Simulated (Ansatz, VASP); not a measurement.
# Cross-check of Mg19Zn13O32 (Zn0.4Mg0.6O, cubic rock salt) between VASP and Ansatz

Aim: how closely do two programs agree when they are given the same cell, functional and k mesh? The cell is invented: As first built, before any earlier steps moved the atoms (in the runner's words): 2x2x2 conventional cells of the MgO type (64 atoms: 32 O, 19 Mg, 13 Zn); Mg/Zn share their sites, the best of 600 random draws by like-pair counts in two shells; start lattice by linear mixing of the end members' cells; atoms moved at random by 0.02 A. It may not be a known or stable phase. The structure shown is the end of the Ansatz relaxation below.

Main program and level: Ansatz 0.2.0; plane waves, with VASP 6.6.1 beside it; single point at PBE.

## (1) The structure

The cell holds 64 atoms: 32 O, 19 Mg and 13 Zn. Cell: a = 8.570 Å, b = 8.574 Å, c = 8.574 Å, α = 90.0°, β = 90.0°, γ = 90.0°. It derives from MgO (MgO type, space group 225), repeated 2×2×2. As first built, before any earlier steps moved the atoms (in the runner's words): 2x2x2 conventional cells of the MgO type (64 atoms: 32 O, 19 Mg, 13 Zn); Mg/Zn share their sites, the best of 600 random draws by like-pair counts in two shells; start lattice by linear mixing of the end members' cells; atoms moved at random by 0.02 A.

## (2) Ansatz: relaxation, PBE

Ansatz runs on its default PAW (the set named soft_2) files.

This run makes the geometry at which the two programs are then compared.

The input, input.yaml:

```yaml
crystal:
  lattice:
    - [8.56907, 0.0, 0.0]
    - [0.0, 8.56907, 0.0]
    - [0.0, 0.0, 8.56907]
  atoms:
    - { symbol: O, position: [0.25263, 0.99996, 0.99711] }
    - { symbol: O, position: [0.25036, 0.24833, 0.25075] }
    - { symbol: O, position: [0.00023, 0.99706, 0.2518] }
    - { symbol: O, position: [0.00145, 0.25221, 0.00024] }
    - { symbol: O, position: [0.24891, 0.0027, 0.50013] }
    - { symbol: O, position: [0.25183, 0.24987, 0.74751] }
    - { symbol: O, position: [0.99906, 0.99697, 0.74786] }
    - { symbol: O, position: [0.999, 0.24856, 0.50527] }
    - { symbol: O, position: [0.24784, 0.49906, 0.00095] }
    - { symbol: O, position: [0.25477, 0.75015, 0.25135] }
    - { symbol: O, position: [0.99947, 0.49787, 0.24852] }
    - { symbol: O, position: [0.00211, 0.74975, 7.0e-05] }
    - { symbol: O, position: [0.24993, 0.50293, 0.5037] }
    - { symbol: O, position: [0.25011, 0.74885, 0.7491] }
    - { symbol: O, position: [0.9966, 0.49933, 0.75138] }
    - { symbol: O, position: [0.00131, 0.74866, 0.49996] }
    - { symbol: O, position: [0.74906, 0.0001, 0.00233] }
    - { symbol: O, position: [0.75061, 0.24829, 0.24907] }
    - { symbol: O, position: [0.4984, 0.00028, 0.24923] }
    - { symbol: O, position: [0.49691, 0.24862, 0.00161] }
    - { symbol: O, position: [0.74739, 0.99763, 0.50066] }
    - { symbol: O, position: [0.75472, 0.25071, 0.74805] }
    - { symbol: O, position: [0.49925, 0.00111, 0.75345] }
    - { symbol: O, position: [0.50351, 0.24762, 0.49884] }
    - { symbol: O, position: [0.74944, 0.50001, 0.00144] }
    - { symbol: O, position: [0.75079, 0.74974, 0.25348] }
    - { symbol: O, position: [0.50019, 0.49663, 0.25002] }
    - { symbol: O, position: [0.49892, 0.74957, 0.00429] }
    - { symbol: O, position: [0.75116, 0.49699, 0.50034] }
    - { symbol: O, position: [0.75108, 0.749, 0.75201] }
    - { symbol: O, position: [0.49889, 0.5016, 0.74867] }
    - { symbol: O, position: [0.49814, 0.75198, 0.49656] }
    - { symbol: Mg, position: [0.25472, 0.99966, 0.24526] }
    - { symbol: Mg, position: [0.24716, 0.24792, 0.99486] }
    - { symbol: Mg, position: [0.00353, 0.00616, 0.49838] }
    - { symbol: Mg, position: [0.25114, 0.50469, 0.24896] }
    - { symbol: Mg, position: [0.00155, 0.75228, 0.74623] }
    - { symbol: Mg, position: [0.25072, 0.5026, 0.75029] }
    - { symbol: Mg, position: [0.50046, 0.00287, 0.00313] }
    - { symbol: Mg, position: [0.49986, 0.24554, 0.24926] }
    - { symbol: Mg, position: [0.7499, 8.0e-05, 0.25044] }
    - { symbol: Mg, position: [0.7484, 0.2501, 0.99665] }
    - { symbol: Mg, position: [0.50529, 0.99922, 0.49896] }
    - { symbol: Mg, position: [0.50321, 0.24966, 0.75048] }
    - { symbol: Mg, position: [0.75514, 0.24792, 0.5001] }
    - { symbol: Mg, position: [0.50081, 0.50211, 0.99827] }
    - { symbol: Mg, position: [0.49888, 0.74604, 0.25203] }
    - { symbol: Mg, position: [0.74915, 0.49875, 0.25069] }
    - { symbol: Mg, position: [0.75259, 0.74825, 0.99554] }
    - { symbol: Mg, position: [0.49771, 0.50123, 0.5005] }
    - { symbol: Mg, position: [0.7481, 0.50074, 0.74909] }
    - { symbol: Zn, position: [4.0e-05, 0.99803, 0.99677] }
    - { symbol: Zn, position: [0.00045, 0.25106, 0.24997] }
    - { symbol: Zn, position: [0.99621, 0.25147, 0.75231] }
    - { symbol: Zn, position: [0.24859, 0.99967, 0.74974] }
    - { symbol: Zn, position: [0.24916, 0.24993, 0.50218] }
    - { symbol: Zn, position: [0.00126, 0.49579, 0.99924] }
    - { symbol: Zn, position: [0.99949, 0.74737, 0.2441] }
    - { symbol: Zn, position: [0.25193, 0.75086, 0.00093] }
    - { symbol: Zn, position: [0.99928, 0.50285, 0.50389] }
    - { symbol: Zn, position: [0.25276, 0.7516, 0.50375] }
    - { symbol: Zn, position: [0.75046, 0.00138, 0.74713] }
    - { symbol: Zn, position: [0.49915, 0.75237, 0.7521] }
    - { symbol: Zn, position: [0.75152, 0.74987, 0.49607] }
kpoints:
  mp_grid: { grid: [3, 3, 3] }
hamiltonian:
  xc: pbe
scf:
  occupations: { method: fixed }
output:
  forces: true
  stress: true
relax:
  f_tol: 0.02
  max_steps: 45
  cell: { stress_tol: 0.1 }
```

The run is started by

```sh
> ansatz run input.yaml --threads 32 --pin off --max-ram 143360MiB --backend cuda --events-out ev --progress --plain --runs-dir out
```

Numbers of over 12 decimals in the logs are rounded to 6 here.

Log:

```text
The last accepted step is kept in <dir> (removed where the run ends without a failure and the disk answers)
Engine: ansatz 0.2.0, aarch64-unknown-linux-gnu
Pseudopotentials: kind: paw
Pseudopotential: O, paw, valence charge 6, recommended cutoff 420 eV (normal), O.paw.azcp
Pseudopotential: Mg, paw, valence charge 10, recommended cutoff 420 eV (normal), Mg.paw.azcp
Pseudopotential: Zn, paw, valence charge 12, recommended cutoff 420 eV (normal), Zn.paw.azcp
Functional definition: PBE
  parameter kappa = 0.804
  parameter beta = 0.066725
  exchange = pbe_x(kappa = kappa, mu = beta*pi^2/3)
  correlation = pbe_c(beta = beta)
device memory: the entry about to start is reckoned to put 28.4 GiB on a device that reports 182.5 GiB free
GPU FFT provider: cuFFT
GPU libraries: cuBLAS 13.8.1, cuFFT 12.4.0, cuSOLVER 12.3.2
GPU matrix products: emulated (plane waves: as basis.precision tells), large ones in fixed point in workspaces of 1.00 GiB
Crystal: 64 atoms, lattice volume = 629.218 Å³
Basis set: ecut = 420 eV, 12293 PW (Γ), exchange–correlation on 120×120×120 points (8 copies of the dense FFT grid, shifted against one another)
Bands: 333, of which v1, the nominal top of the filled ones, is band 269 counted from 1 (268 counted from 0)
Symmetry: 1 space group operations
Space group: P1 (ITA 1), of the structure as read, at distance tolerance 8.6e-5 Å
k-points: 14 of 27 (time reversal used)
Non-local potential: O, projectors of the file, l = 0: 2, l = 1: 2, l = 2: 1
Non-local potential: Mg, projectors of the file, l = 0: 3, l = 1: 2, l = 2: 1
Non-local potential: Zn, projectors of the file, l = 0: 2, l = 1: 2, l = 2: 3, l = 3: 1
PAW form: soft (Blöchl's): semilocal exchange-correlation on the pseudo side does not see the compensation charge
PAW one-centre angular grid: O, 110 points (default); XC on 64 Gauss nodes
PAW one-centre angular grid: Mg, 110 points (default); XC on 64 Gauss nodes
PAW one-centre angular grid: Zn, 590 points (default); XC on 64 Gauss nodes
Initial density: superposition of atomic densities (neutral atoms: chi_scale 0, normalization atom), corrected by the library's trained network
Initial wavefunctions: pseudopotential atomic-orbital guess
GPU buffer pool allocated for 216000 grid points (all kernels)
GPU transforms: local potential and band sums: pruned to the plane-wave sphere, on 60×60×60
Functional: x = pbe(κ = 0.804, μ = 0.219515), c = pbe(β = 0.066725)
SCF iter   1: F=—  HF=-97913.465742 eV  |F-HF|=—  |Δ(HF+E_count)|=         —  Δρ=1.11e-3  dr2=1.09e-2  ethr=1.77e-3  ⟨swp⟩=4.8  Hψ=15257  notcnv=0  defer=861
preconditioner: auto → Resta (q_TF=auto, 2.658 Å⁻¹)  ε∞=5.1  [insulator: Δε(μ)=2.262 eV  Ē_g=14.426 eV  n_scr=202 (ndim 8)  ℏωp=29.1 eV  f_vac=0.000  ε∞_Penn≈5.1]
SCF iter   2: F=—  HF=-97913.461560 eV  |F-HF|=—  |Δ(HF+E_count)|=   4.18e-3  Δρ=5.24e-4  dr2=2.15e-3  ethr=2.02e-6  ⟨swp⟩=2.6  Hψ=7805  notcnv=0  defer=868
SCF iter   3: F=—  HF=-97913.464303 eV  |F-HF|=—  |Δ(HF+E_count)|=   2.74e-3  Δρ=2.48e-4  dr2=7.82e-4  ethr=3.99e-7  ⟨swp⟩=2.0  Hψ=5494  notcnv=0  defer=861
SCF iter   4: F=—  HF=-97913.462487 eV  |F-HF|=—  |Δ(HF+E_count)|=   1.82e-3  Δρ=8.95e-5  dr2=4.68e-5  ethr=1.45e-7  ⟨swp⟩=2.0  Hψ=6088  notcnv=0  defer=836
SCF iter   5: F=—  HF=-97913.456718 eV  |F-HF|=—  |Δ(HF+E_count)|=   5.77e-3  Δρ=4.98e-5  dr2=1.04e-5  ethr=8.69e-9  ⟨swp⟩=2.0  Hψ=7600  notcnv=0  defer=828
SCF iter   6: F=—  HF=-97913.456725 eV  |F-HF|=—  |Δ(HF+E_count)|=   7.04e-6  Δρ=1.91e-5  dr2=1.89e-6  ethr=1.94e-9  ⟨swp⟩=2.0  Hψ=6201  notcnv=0  defer=828
SCF iter   7: F=—  HF=-97913.456725 eV  |F-HF|=—  |Δ(HF+E_count)|=   1.50e-8  Δρ=8.70e-6  dr2=3.53e-7  ethr=3.51e-10  ⟨swp⟩=2.0  Hψ=6536  notcnv=0  defer=828
SCF iter   8: F=-97913.456725 eV  HF=-97913.456725 eV  |F-HF|=1.61e-8  |Δ(HF+E_count)|=   5.72e-8  Δρ=2.34e-6  dr2=2.24e-8  ethr=1.86e-11  ⟨swp⟩=4.0  Hψ=14517  notcnv=0
SCF 1 converged in 8 iterations: F = -97913.456725 eV  dr2 = 2.24e-8
  greatest PAW one-centre occupation: 1.000 electrons in one spin orbital (limit 2), on the Mg atom at site 38 (counted from 0), in its partial waves of l = 0
relax step   1: F+E_penalty+E_count = -97913.45672540 eV  Δ(F+E_penalty+E_count) = +0.000e0 eV  max|allowed force component| = 8.856e-1 eV/Å  Δτ_max = 0.0000 Å  P = +0.642 GPa  Ω = 629.218 Å³  (8 SCF iters, dr2 threshold 1.00e-7 eV, accepted)
[...]
relax step   2: F+E_penalty+E_count = -97913.76094526 eV  Δ(F+E_penalty+E_count) = -3.042e-1 eV  max|allowed force component| = 4.294e-1 eV/Å  Δτ_max = 0.0421 Å  P = +0.180 GPa  Ω = 630.170 Å³  energy of the carried Pulay correction = -4.179e-3 eV  (6 SCF iters, dr2 threshold 6.40e-6 eV, accepted)
[...]
relax step   3: F+E_penalty+E_count = -97913.93030612 eV  Δ(F+E_penalty+E_count) = -1.694e-1 eV  max|allowed force component| = 2.445e-2 eV/Å  Δτ_max = 0.0437 Å  P = -0.039 GPa  Ω = 630.162 Å³  energy of the carried Pulay correction = -4.146e-3 eV  (7 SCF iters, dr2 threshold 6.40e-6 eV, accepted)
[...]
relax step   4: F+E_penalty+E_count = -97913.93188405 eV  Δ(F+E_penalty+E_count) = -1.578e-3 eV  max|allowed force component| = 1.586e-3 eV/Å  Δτ_max = 0.0039 Å  P = -0.001 GPa  Ω = 630.001 Å³  energy of the carried Pulay correction = -3.437e-3 eV  (7 SCF iters, dr2 threshold 3.74e-8 eV, accepted)
[...]
relax step   5: F+E_penalty+E_count = -97913.93419070 eV  Δ(F+E_penalty+E_count) = -2.307e-3 eV  max|allowed force component| = 1.571e-3 eV/Å  Δτ_max = 0.0000 Å  P = -0.001 GPa  Ω = 630.001 Å³  stress off target by 1.56e-2 GPa  SCF on the basis re-selected at this cell (its energy is not comparable with the rows above)  (5 SCF iters)
basis re-selected at this cell: Δ(F+E_penalty+E_count) = -2.307e-3 eV, ΔP = -0.001 GPa vs the last step (what re-selecting the basis moved, of the pressure what is left beyond the Pulay correction that the steps carried, after the strain that the cell walked since its last selection, with what the two solves' SCF thresholds leave and, on support functions, any second-order correction that the steps lacked; it is no m [...]
SCF converged after 5 iterations
Free energy (F): -97913.934191 eV
Harris-Foulkes:  -97913.934191 eV  (|F-HF|=1.20e-8)
Internal energy: -97913.934191 eV  (E = F + TS)
E sigma→0 (E₀):  -97913.934191 eV
Fermi energy:    8.755942 eV
--- Per-component energies (eV) ---
  E_band       = -4756.248876
  E_kinetic    = 8818.242134
  E_local      = -53612.003144  (includes V_loc(G=0)·N_el)
  E_nonlocal   = 11415.814078
  E_hartree    = 20011.168699
  E_xc         = -4722.108884
  E_vxc        = -4438.118220  (∫ρ·V_xc dr)
  E_paw        = -34454.495330  (= ΣΔE_a)
  E_vpaw       = -6962.586744  (= ΣTr[D̂ρ^β])
  E_aug_tail   = 0.072613  (compensation charges beyond the density's cutoff)
  E_ewald      = -45370.624357
  E_smearing   = -0.000000  (= −TS)
  E_closure    = -0.000000  (closes the sum)
  Σ components = -97913.934191   (vs F -97913.934191, Δ=0.00e0)
--- Forces (eV/Å), atoms counted from 1 ---
  [... one line an atom ...]
  max |Σ_I F_I| component: 8.74e-5 eV/Å
--- Stress (GPa, compression-positive) ---
       -0.015385      -0.001258      -0.001571
       -0.001258       0.002854      -0.002739
       -0.001571      -0.002739       0.008434
  P = ⅓ Tr σ = -0.0014 GPa (-0.014 kbar)
--- Band table (eV; the first three rows and the last of 14) ---
--- Relaxed structure (4 steps of the walk, 4 accepted, 1 SCFs on fresh bases) ---
  F+E_penalty+E_count = -97913.93419070 eV   max|allowed force component| = 1.571e-3 eV/Å   (the final SCF, on the basis selected at the relaxed cell)
  cell:  # Å, volume = 630.0008 Å³
    - [8.569705, -0.00140722, -0.00230367]
    - [-0.00140722, 8.573970, -0.00112828]
    - [-0.00230367, -0.00112828, 8.574195]
  atoms:
    [... one line an atom ...]
```

(Part 1 of 2 ends here.)

[Lines on the potential files, build, host, timing and source positions are cut from VASP's logs without a mark.]

[Logs are printed without paths, hosts, clocks, repeated set-up lines and the standing remarks that a program may print on its own settings, such as how far it seeks lower states.]

[Hosts, paths, dates, database ids (printed as entryN), source tags and the programs' standing remarks are cut or masked in the printed files.]
